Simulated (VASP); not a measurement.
Computed with PBE GGA, VASP's PBE PAW potentials (set 64) (plane waves; VASP).

Input for VASP

**INCAR**
```
ALGO = Normal
EDIFF = 1E-6
ENCUT = 400
GGA = PE
ISIF = 2
ISMEAR = -1
LASPH = T
LCHARG = F
LREAL = F
LWAVE = F
NELM = 100
PREC = Accurate
SIGMA = 0.02
SYSTEM = BeO
```

KPOINTS:
```
Automatic mesh
0
Gamma
11 11 6
0 0 0
```

### POSCAR
```
BeO
1.0
  2.6942800000   0.0000000000   0.0000000000
 -1.3471400000   2.3333150000   0.0000000000
  0.0000000000   0.0000000000   4.3760200000
Be O
2 2
direct
  0.3333330000   0.6666670000   0.0001600000
  0.6666670000   0.3333330000   0.5001600000
  0.3333330000   0.6666670000   0.3773400000
  0.6666670000   0.3333330000   0.8773400000
```

POTCAR, in this order: Be O (PBE.64 set). Program: vasp_std.

What VASP printed:

**OUTCAR**
```
 ion  position               nearest neighbor table
   1  0.333  0.667  0.000-   4 1.65   4 1.65   4 1.65   3 1.65
   2  0.667  0.333  0.500-   3 1.65   3 1.65   3 1.65   4 1.65
   3  0.333  0.667  0.377-   2 1.65   2 1.65   2 1.65   1 1.65
   4  0.667  0.333  0.877-   1 1.65   1 1.65   1 1.65   2 1.65
  LATTYP: Found a hexagonal cell.
 ALAT       =     2.6942800000
 C/A-ratio  =     1.6241890227
 Subroutine PRICEL returns:
 Original cell was already a primitive cell.
 Subroutine GETGRP returns: Found 12 space group operations
The static configuration has the point symmetry C_3v.
 The point group associated with its full space group is C_6v.
The dynamic configuration has the point symmetry C_3v.
 Subroutine INISYM returns: Found 12 space group operations
 Subroutine IBZKPT returns following result:
 Found     64 irreducible k-points:

 Following reciprocal coordinates:
            Coordinates               Weight
  0.000000  0.000000  0.000000      1.000000
  0.090909 -0.000000  0.000000      6.000000
  0.181818 -0.000000  0.000000      6.000000
  0.272727 -0.000000  0.000000      6.000000
  0.363636 -0.000000  0.000000      6.000000
  0.454545 -0.000000  0.000000      6.000000
  0.090909  0.090909  0.000000      6.000000
  0.181818  0.090909  0.000000     12.000000
  0.272727  0.090909  0.000000     12.000000
  0.363636  0.090909  0.000000     12.000000
  0.454545  0.090909  0.000000      6.000000
  0.181818  0.181818  0.000000      6.000000
  0.272727  0.181818  0.000000     12.000000
  0.363636  0.181818  0.000000     12.000000
  0.272727  0.272727  0.000000      6.000000
  0.363636  0.272727  0.000000      6.000000
  0.000000  0.000000  0.166667      2.000000
  0.090909 -0.000000  0.166667     12.000000
  0.181818 -0.000000  0.166667     12.000000
  0.272727 -0.000000  0.166667     12.000000
...
```

**OSZICAR**
```
       N       E                     dE             d eps       ncg     rms          rms(c)
DAV:   1     0.466974578376E+02    0.46697E+02   -0.76931E+03  1552   0.104E+03
DAV:   2    -0.280782053685E+02   -0.74776E+02   -0.70105E+02  1984   0.247E+02
DAV:   3    -0.306305588285E+02   -0.25524E+01   -0.25420E+01  2024   0.491E+01
DAV:   4    -0.306489167019E+02   -0.18358E-01   -0.18350E-01  1852   0.469E+00
DAV:   5    -0.306491495730E+02   -0.23287E-03   -0.23285E-03  2004   0.458E-01    0.896E+00
DAV:   6    -0.285192126579E+02    0.21299E+01   -0.70167E+00  1792   0.237E+01    0.294E+00
DAV:   7    -0.284990340838E+02    0.20179E-01   -0.15135E-01  1864   0.385E+00    0.187E+00
DAV:   8    -0.285058748633E+02   -0.68408E-02   -0.40160E-02  1604   0.285E+00    0.260E-01
DAV:   9    -0.285048468276E+02    0.10280E-02   -0.29382E-03  2028   0.534E-01    0.679E-02
DAV:  10    -0.285051649560E+02   -0.31813E-03   -0.72955E-04  1720   0.232E-01    0.471E-02
DAV:  11    -0.285051339188E+02    0.31037E-04   -0.14783E-04  1956   0.113E-01    0.371E-03
DAV:  12    -0.285051333471E+02    0.57171E-06   -0.37011E-06  1832   0.206E-02
   1 F= -.28505133E+02 E0= -.28505133E+02  d E =-.764262E-11
```

File OUTCAR:
```
------------------------ aborting loop because EDIFF is reached ----------------------------------------
  FORCE on cell =-STRESS in cart. coord.  units (eV):
  Direction    XX          YY          ZZ          XY          YZ          ZX
  --------------------------------------------------------------------------------------
  Total       -0.3507628     -0.3507628     -0.3099743      0.0000000      0.0000000      0.0000000
  in kB      -20.4281337    -20.4281350    -18.0526465      0.0000000      0.0000000      0.0000000
  external PRESSURE =     -19.6363051 kB  Pullay stress =       0.0000000 kB
  volume of cell :       27.51
      direct lattice vectors                 reciprocal lattice vectors
     2.694280000  0.000000000  0.000000000     0.371156673  0.214287398  0.000000000
    -1.347140000  2.333315000  0.000000000     0.000000000  0.428574796  0.000000000
     0.000000000  0.000000000  4.376020000     0.000000000  0.000000000  0.228518151
 POSITION                                       TOTAL-FORCE (eV/Angst)
 -----------------------------------------------------------------------------------
     -0.00000      1.55554      0.00070         0.000000     -0.000000     -0.023678
      1.34714      0.77777      2.18871         0.000000      0.000000     -0.023678
     -0.00000      1.55554      1.65125         0.000000     -0.000000      0.023678
      1.34714      0.77777      3.83926        -0.000000      0.000000      0.023678
 -----------------------------------------------------------------------------------
    total drift:                               -0.001373      0.000793     -0.001005
  FREE ENERGIE OF THE ION-ELECTRON SYSTEM (eV)
  ---------------------------------------------------
  free  energy   TOTEN  =       -28.5051333471 eV

  energy  without entropy=      -28.5051333471  energy(sigma->0) =      -28.50513335
```
(Selected blocks of OUTCAR.)

At this cut-off the stress carries a Pulay error, which pulls relaxed volumes low.

The structure comes from a computed database's BeO entry; how it stands against other phases isn't given here. The cell was not relaxed at this level.
